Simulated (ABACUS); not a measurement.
The system is Tb.

```
Tb
1.0
     0.00000    2.51997    2.51997
     2.51997    0.00000    2.51997
     2.51997    2.51997    0.00000
Tb
1
Direct
  0.00000 0.00000 0.00000
```

This isn't the form of Tb at room conditions, which is hcp.

* Program: ABACUS 3.10.1
* Task: single point
* Functional: PBE
* Potentials or basis: PseudoDojo NC SR 0.4.1 PBE standard, lanthanides 3+ (f in core)
* Cutoff: 680 eV
* Density cutoff: 2721 eV
* Basis: plane waves
* k mesh: 9 × 9 × 9
* Occupations: fermi-dirac, width 0.05 eV
* Spin: collinear spin, ferromagnetic start
* Starting moments: [1.0] μB

On this cell: net moment 0.00 μB per cell; band gap on the k mesh none (metal or under the smearing width).

The same run follows on a disturbed copy (cell strained at random at fixed volume):

```
Tb
1.0
    -0.04084    2.58236    2.45205
     2.49875   -0.01184    2.42305
     2.51580    2.57041   -0.02889
Tb
1
Cartesian
  0.0668 0.0261 -0.0346
```

Question: What changes?

Answer: The energy (extrapolated to zero smearing) moves by +5.1 meV/atom; net moment 0.00 μB per cell; band gap on the k mesh none (metal or under the smearing width).

Caveats: the magnetic or orbital state may not be the lowest; all typed moments are zero, and the program then starts from 1 μB on every atom; spin-orbit coupling is left out, which moves the levels of the heavy elements; the 4f electrons are frozen in the core as for a trivalent ion, so they carry no moment and show no levels.
